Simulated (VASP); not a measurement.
# Sm (I4/mmm) in VASP: a series of runs

The runs below take Sm through single point, with PBE.

All numbers are computed with VASP 6.6.1; they aren't measurements. Logs are shortened: lines on timing, memory, paths and dates and some standing lists are left out, and cuts for length are marked.

## 1. The structure

Symmetry: I4/mmm, No. 139, tetragonal system. The conventional cell has a = 3.635 Å, b = 3.635 Å, c = 5.122 Å, α = 90.00°, β = 90.00°, γ = 90.00°. Sm (site symmetry 4/mmm) has 12 Sm at 3.63 Å as nearest neighbours.

This isn't the form of Sm at room conditions, which is rhombohedral.

## 2. Single point, PBE, collinear spin, ferromagnetic start

File INCAR:

```
SYSTEM = Sm
PREC = Accurate
ENCUT = 460
EDIFF = 1E-6
ISMEAR = 1
SIGMA = 0.02
LREAL = .False.
LASPH = .True.
NELM = 100
ALGO = Normal
ISIF = 2
LWAVE = .False.
LCHARG = .False.
ISPIN = 2
MAGMOM = 5
LORBIT = 11
LMAXMIX = 6
GGA = PE
ADDGRID = .False.
```

File KPOINTS:

```
regular mesh
0
Gamma
  5 5 5
  0 0 0
```

File POSCAR:

```
Sm
1.0
   -1.8424340000      1.8281900000      2.5309280000
    1.8521830000     -1.8921630000      2.5832430000
    1.7732950000      1.8230240000     -2.5763240000
Sm
1
Direct
    0.0008670000     -0.0165060000      0.0081580000
```

Potentials or basis: VASP PAW PBE potentials, release 64 (Sm).

Started as:

```sh
$ cat potpaw_PBE.64/Sm/POTCAR > POTCAR
$ mpirun -np 1 vasp_std > vasp.out
```

OUTCAR:

```text
SYSTEM = Sm
   PREC = Accurate
   ENCUT = 460
   EDIFF = 1E-6
   ISMEAR = 1
   LREAL = .False.
   LASPH = .True.
   NELM = 100
   ISIF = 2
   ISPIN = 2
   LORBIT = 11
   GGA = PE

 Found     63 irreducible k-points:

 Following reciprocal coordinates:
            Coordinates               Weight
  0.000000  0.000000  0.000000      1.000000
  0.200000  0.000000  0.000000      2.000000
  0.400000 -0.000000  0.000000      2.000000
  0.000000  0.200000 -0.000000      2.000000
  0.200000  0.200000 -0.000000      2.000000
  0.400000  0.200000  0.000000      2.000000
   k-points           NKPTS =     63   k-points in BZ     NKDIM =     63   number of bands    NBANDS=     15
   number of dos      NEDOS =    301   number of ions     NIONS =      1
   total plane-waves  NPLWV =  21952
   dimension x,y,z NGX =    28 NGY =   28 NGZ =   28
   dimension x,y,z NGXF=    56 NGYF=   56 NGZF=   56
   ions per type =               1
   NGX,Y,Z   is equivalent  to a cutoff of  12.84, 12.58, 12.86 a.u.
   NGXF,Y,Z  is equivalent  to a cutoff of  25.68, 25.17, 25.72 a.u.
 SYSTEM =  Sm
   PREC   = accura    normal or accurate (medium, high low for compatibility)
   ISTART =      0    job   : 0-new  1-cont  2-samecut
   ICHARG =      2    charge: 1-file 2-atom 10-const
   ISPIN  =      2    spin polarized calculation?
   LNONCOLLINEAR =      F non collinear calculations
   LSORBIT =      F    spin-orbit coupling
   LASPH  =      T    aspherical Exc in radial PAW
   ENCUT  =  460.0 eV  33.81 Ry    5.81 a.u.   6.34  6.47  6.33*2*pi/ulx,y,z
   NELM   =    100;   NELMIN=  2; NELMDL= -5     # of ELM steps
   EDIFF  = 0.1E-05   stopping-criterion for ELM
   LREAL  =      F    real-space projection
   EDIFFG = 0.1E-04   stopping-criterion for IOM
   NSW    =      0    number of steps for IOM
   IBRION =     -1    ionic relax: 0-MD 1-quasi-New 2-CG
   NFREE  =      0    steps in history (QN), initial steepest desc. (CG)
   ISIF   =      2    stress and relaxation
   ISYM   =      2    0-nonsym 1-usesym 2-fastsym
   POTIM  = 0.5000    time-step for ionic-motion
   TEBEG  =    0.0;   TEEND  =   0.0 temperature during run
   PSTRESS=    0.0 pullay stress
   NELECT =      16.0000    total number of electrons
   NUPDOWN=      -1.0000    fix difference up-down
   EMIN   =  10.00;   EMAX   =-10.00  energy-range for DOS
   EFERMI =   0.00;   METHOD = LEGACY
   ISMEAR =     1;   SIGMA  =   0.02  broadening in eV -4-tet -1-fermi 0-gaus
   EFERMI_NEDOS =   21; number of points for ismear=-14 and -15
   IALGO  =     38    algorithm
   IMIX   =      4    mixing-type and parameters
     AMIX     =   0.40;   BMIX     =  1.00
     AMIX_MAG =   1.60;   BMIX_MAG =  1.00
  volume/ion in A,a.u.               =      33.83       228.31
  Fermi-wavevector in a.u.,A,eV,Ry     =   1.275481  2.410310 22.134673  1.626853
  Thomas-Fermi vector in A             =   2.408191
   LORBIT       =     11    0 simple, 1 ext, 2 COOP (PROOUT), +10 PAW based schemes
   GGA     = PE    functional components
   LHFCALC =     F    Hartree Fock is set to
   AEXX    =    0.0000 exact exchange contribution
   IVDW    =     0    specifies the selected vdW correction
   LEPSILON=     F    determine dielectric tensor
   LRPA    =     F    only Hartree local field effects (RPA)
 spin polarized calculation
 Methfessel and Paxton  Order N= 1 SIGMA  =   0.02
  energy-cutoff  :      460.00
  volume of cell :       33.83
 maximum number of plane-waves:       768
 NGX is ok and might be reduce to    28
   NGX = 13   NGY = 13   NGZ = 13

 number of electron      16.0000000 magnetization       6.7675825

 Free energy of the ion-electron system (eV)
  ---------------------------------------------------
  ext. energy  EPLUGINS =         0.00000000
  ---------------------------------------------------
  free energy    TOTEN  =        -9.27792752 eV

  energy without entropy =       -9.27817708  energy(sigma->0) =       -9.27801071

 E-fermi :   3.1682     XC(G=0):  -9.7508

 val. band max:        3.1662893775   @ k =   0.4000  -0.4000   0.2000
 cond. band min:       3.1683108459   @ k =  -0.4000   0.4000   0.2000
 fundamental gap:      0.0020214683
 Fermi energy:         3.1682489621

 spin component 1

 k-point     1 :       0.0000    0.0000    0.0000
  band No.  band energies     occupation
      1     -36.8989      1.00000
      2     -16.0773      1.00000
      3     -16.0506      1.00000
      4     -16.0335      1.00000
      5      -1.5294      1.00000
      6       2.8360      1.00000
      7       2.9008      1.00000
      8       2.9078      1.00000
      9       2.9375      1.00000
     10       2.9379      1.00000
     11       2.9496      1.00000
     12       2.9606      1.00000
     13       4.5942      0.00000
     14       4.8968      0.00000
     15       5.0492      0.00000

 k-point     2 :       0.2000    0.0000    0.0000
  band No.  band energies     occupation
      1     -36.8615      1.00000
      2     -16.4222      1.00000
      3     -16.1234      1.00000
      4     -16.0929      1.00000
      5      -0.4722      1.00000
      6       2.7549      1.00000
      7       2.7781      1.00000
      8       2.7968      1.00000
      9       2.8978      1.00000
     10       2.9221      1.00000
     11       2.9823      1.00000
     12       2.9981      1.00000
     13       4.3359      0.00000
     14       5.0465      0.00000
     15       5.4044      0.00000

 k-point     3 :       0.4000   -0.0000    0.0000
  band No.  band energies     occupation
      1     -36.8001      1.00000
      2     -16.9824      1.00000
      3     -16.2116      1.00000
      4     -16.1577      1.00000
      5       0.8112      1.00000
      6       2.6638      1.00000
      7       2.6850      1.00000
      8       2.7912      1.00000
      9       2.9278      1.00000
     10       3.0629      1.00000
     11       3.1155      1.00062
     12       3.1230      1.00312
     13       4.3877      0.00000
     14       4.5501      0.00000
     15       4.9658      0.00000

 k-point     4 :       0.0000    0.2000   -0.0000
  band No.  band energies     occupation
      1     -36.8631      1.00000
      2     -16.4217      1.00000
      3     -16.1100      1.00000
      4     -16.0915      1.00000
      5      -0.4924      1.00000
      6       2.7553      1.00000
      7       2.7845      1.00000
      8       2.8027      1.00000
      9       2.8936      1.00000
     10       2.9216      1.00000
     11       2.9913      1.00000
     12       2.9949      1.00000
     13       4.2731      0.00000
     14       5.1530      0.00000
     15       5.3113      0.00000

 k-point     5 :       0.2000    0.2000   -0.0000
  band No.  band energies     occupation
      1     -36.8163      1.00000
      2     -16.7258      1.00000
      3     -16.3377      1.00000
      4     -16.1185      1.00000
      5       0.9416      1.00000
      6       2.6567      1.00000
      7       2.7161      1.00000
      8       2.7585      1.00000
      9       2.7878      1.00000
     10       2.8146      1.00000
     11       3.0729      1.00000
     12       3.0998      1.00001
     13       3.8079      0.00000
     14       4.5945      0.00000
     15       5.9492      0.00000

 k-point     6 :       0.4000    0.2000    0.0000
  band No.  band energies     occupation
      1     -36.7786      1.00000
      2     -16.9448      1.00000
      3     -16.4644      1.00000
      4     -16.2147      1.00000
      5       1.7593      1.00000
      6       2.6062      1.00000
      7       2.6517      1.00000
      8       2.6867      1.00000
      9       2.8050      1.00000
     10       3.1004      1.00001
     11       3.1569      0.90367
     12       3.2066     -0.01039
     13       3.6217      0.00000
     14       4.2527      0.00000
     15       5.6300      0.00000

 [... further k-points ...]

 spin component 2

 k-point     1 :       0.0000    0.0000    0.0000
  band No.  band energies     occupation
      1     -34.1678      1.00000
      2     -13.9309      1.00000
      3     -13.8980      1.00000
      4     -13.8773      1.00000
      5      -0.0567      1.00000
      6       5.9752      0.00000
      7       6.0620      0.00000
      8       6.2911      0.00000
      9       6.4512      0.00000
     10       6.6519      0.00000
     11       6.7742      0.00000
     12       6.8146      0.00000
     13       7.3503      0.00000
     14       7.3549      0.00000
     15       7.3635      0.00000

 k-point     2 :       0.2000    0.0000    0.0000
  band No.  band energies     occupation
      1     -34.1241      1.00000
      2     -14.3159      1.00000
      3     -13.9807      1.00000
      4     -13.9446      1.00000
      5       1.0274      1.00000
      6       5.1641      0.00000
      7       6.1619      0.00000
      8       6.4637      0.00000
      9       6.5074      0.00000
     10       6.7278      0.00000
     11       6.7989      0.00000
     12       6.8874      0.00000
     13       7.3202      0.00000
     14       7.3575      0.00000
     15       7.4472      0.00000

 k-point     3 :       0.4000   -0.0000    0.0000
  band No.  band energies     occupation
      1     -34.0522      1.00000
      2     -14.9393      1.00000
      3     -14.0783      1.00000
      4     -14.0160      1.00000
      5       2.3231      1.00000
      6       5.4515      0.00000
      7       5.7862      0.00000
      8       6.2011      0.00000
      9       6.3316      0.00000
     10       6.8539      0.00000
     11       6.8830      0.00000
     12       7.0935      0.00000
     13       7.1376      0.00000
     14       7.2244      0.00000
     15       7.3654      0.00000

 k-point     4 :       0.0000    0.2000   -0.0000
  band No.  band energies     occupation
      1     -34.1259      1.00000
      2     -14.3169      1.00000
      3     -13.9653      1.00000
      4     -13.9430      1.00000
      5       1.0110      1.00000
      6       5.1321      0.00000
      7       6.2724      0.00000
      8       6.4085      0.00000
      9       6.4729      0.00000
     10       6.7735      0.00000
     11       6.7944      0.00000
     12       6.8662      0.00000
     13       7.3356      0.00000
     14       7.3593      0.00000
     15       7.4070      0.00000

 k-point     5 :       0.2000    0.2000   -0.0000
  band No.  band energies     occupation
      1     -34.0712      1.00000
      2     -14.6527      1.00000
      3     -14.2230      1.00000
      4     -13.9725      1.00000
      5       2.4763      1.00000
      6       4.6530      0.00000
      7       5.3765      0.00000
      8       6.5251      0.00000
      9       6.6826      0.00000
     10       6.7205      0.00000
     11       6.9167      0.00000
     12       6.9362      0.00000
     13       7.2005      0.00000
     14       7.2603      0.00000
     15       7.7795      0.00000

 k-point     6 :       0.4000    0.2000    0.0000
  band No.  band energies     occupation
      1     -34.0270      1.00000
      2     -14.8966      1.00000
      3     -14.3622      1.00000
      4     -14.0803      1.00000
      5       3.3401     -0.00000
      6       4.3284      0.00000
      7       5.5955      0.00000
      8       6.4841      0.00000
      9       6.7645      0.00000
     10       6.7928      0.00000
     11       6.8916      0.00000
     12       6.9899      0.00000
     13       7.1260      0.00000
     14       7.1768      0.00000
     15       7.6608      0.00000

 [... further k-points ...]
[... 5 lines left out ...]
  --------------------------------------------------------------------------------------
  -------------------------------------------------------------------------------------
  Total        0.6163806      0.5270855      0.5811093      0.0494051      0.1328485     -0.0080665
  in kB       29.1902170     24.9614292     27.5198584      2.3397020      6.2913689     -0.3820100
  external PRESSURE =      27.2238349 kB  Pullay stress =       0.0000000 kB

 VOLUME and BASIS-vectors are now :
 -----------------------------------------------------------------------------
  energy-cutoff  :      460.00
  volume of cell :       33.83
      direct lattice vectors                 reciprocal lattice vectors
    -1.842434000  1.828190000  2.530928000     0.004892204  0.276448139  0.198983867
     1.852183000 -1.892163000  2.583243000     0.275599134  0.007644485  0.195105370
     1.773295000  1.823024000 -2.576324000     0.281145287  0.279242012  0.002957090

 POSITION                                       TOTAL-FORCE (eV/Angst)
 -----------------------------------------------------------------------------------
      1.83448     -1.84447      2.52178         0.000000      0.000000      0.000000
 -----------------------------------------------------------------------------------
    total drift:                                0.000000     -0.000002      0.000002

  FREE ENERGIE OF THE ION-ELECTRON SYSTEM (eV)
  ---------------------------------------------------
  free  energy   TOTEN  =        -9.2779275220 eV

  energy  without entropy=       -9.2781770811  energy(sigma->0) =       -9.27801071

 total charge

# of ion       s       p       d       f       tot
--------------------------------------------------
    1        2.079   5.613   0.461   5.526  13.679

 magnetization (x)

# of ion       s       p       d       f       tot
--------------------------------------------------
    1        0.001  -0.051   0.311   5.521   5.782
```

It took 95 s on 1 thread of Intel Xeon Platinum 8488C (Sapphire Rapids), shared host; peak memory 0.21 GiB.

The run converged, but some of its settings lie outside the range that counts as converged, so its numbers aren't taken as properties of the crystal.

What came out:

```
Free energy                                           : -9.2779 eV
Pressure                                              : 2.7 GPa
Band gap on the k mesh                                : none (metal or under the smearing width)
Net moment                                            : 6.77 μB per cell
Site moments                                          : Sm +5.78 μB
Valence electrons inside the program's atomic spheres : Sm 13.68
```

Caveat: the k mesh is coarse (spacing up to 0.50 Å⁻¹), so the values aren't converged; the magnetic or orbital state may not be the lowest; spin-orbit coupling is left out, which moves the levels of the heavy elements.

(Part 1 of 2 ends here.)
